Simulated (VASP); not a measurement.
Set up this calculation in VASP 6.6.1, as the native input.

```yaml
Task: single point
Functional: PBE
Dispersion: D3(BJ)
Potentials_or_basis: VASP PAW PBE potentials, release 64 (O, H, C)
Cutoff: 520 eV
k_mesh: 1 × 1 × 1
Occupations: fermi-dirac, width 0.02 eV
Spin: no spin polarisation
Dipole_correction: no
Further_INCAR_settings: LREAL = Auto; ALGO = Fast; EDIFF = 1e-06; NBANDS = 69
```

The structure of H22CO11 lies in POSCAR:

```
H22CO11
1.0
    7.1203670000      0.0000000000      0.0000000000
    0.0000000000      7.1203670000      0.0000000000
    0.0000000000      0.0000000000      7.1203670000
O H C
11 22 1
Direct
    0.1905660200      0.8527088562      0.9126355425
    0.2857015657      0.4250202272      1.0118860446
    0.1570986439      0.3289156303      0.3950919946
    0.4424771925      0.0832541356      0.0008426532
    0.0010252281      0.1617332365      0.7470261013
    1.0072374078      0.5486374509      0.7476019143
    0.8505600905      0.2087532848      0.0943771578
    0.6650359455      0.5713890871      0.5079232573
    0.6441521905      0.0975511515      0.6443628538
    0.4695263601      0.6567358115      0.2128261085
    0.0097466886      0.9311177359      0.3150820737
    0.1675194551      0.9620290640      0.8473018315
    0.1516916193      0.7401725220      0.8389595649
    0.2785811462      0.4658327303      0.8738313629
    0.3219075646      0.2942544956      0.9980665322
    0.1518461057      0.4642597776      0.3315699879
    0.2558856868      0.3104896138      0.4837952875
    0.5206894532      0.1092078540     -0.1228307473
    0.3788849648     -0.0246756944     -0.0173024789
   -0.0338606142      0.2580906293      0.6603592202
   -0.0643787041      0.2130508161      0.8790136801
    0.9364966722      0.6406270913      0.6951467530
    1.0730205339      0.5105073938      0.6316107021
    0.9630823804      0.1723927994      0.1808474198
    0.7164377904      0.1596968246      0.1030003088
    0.7501298739      0.4831352092      0.4481370132
    0.5959383835      0.6201084860      0.3899518101
    0.6552330800      0.0414164045      0.5237651374
    0.7680081659      0.1125222899      0.7080112584
    0.4731919015      0.7809148040      0.1348385554
    0.4234894072      0.5700829747      0.1040536253
    0.2861228923      0.9422126697      0.2004952835
    0.2551553874      0.9118209778      0.4707201188
    0.1842601652      0.9169611623      0.3394347510
```

The cell was built by a generator and needn't be a form met in nature.

The input as run:

INCAR

```
PREC = Accurate
ENCUT = 520
EDIFF = 1E-6
ISMEAR = -1
SIGMA = 0.02
LREAL = Auto
LASPH = T
NELM = 60
ALGO = Fast
ISIF = 2
LWAVE = F
LCHARG = T
GGA = PE
IVDW = 12
LELF = T
LVHAR = T
NBANDS = 69
```

KPOINTS

```
Automatic mesh
0
Gamma
  1 1 1
```

Potentials or basis: VASP PAW PBE potentials, release 64 (O, H, C).

Run with:

```console
$ cat potpaw_PBE.64/O/POTCAR potpaw_PBE.64/H/POTCAR potpaw_PBE.64/C/POTCAR > POTCAR
$ mpirun -np 1 vasp_gam > vasp.out
```

It gave:

```yaml
Pressure: -0.7 GPa
Largest_force: 7.385 eV/Å
Band_gap_on_the_k_mesh: 3.23 eV, direct
Dispersion_energy_per_atom: -0.034 eV
```

Caveat: the standard files for N, O and F lose accuracy on very short bonds.

Wall time 40 s on 1 thread of Intel(R) Xeon(R) Platinum 8488C (Sapphire Rapids), on a shared host, peak memory 0.36 GiB.
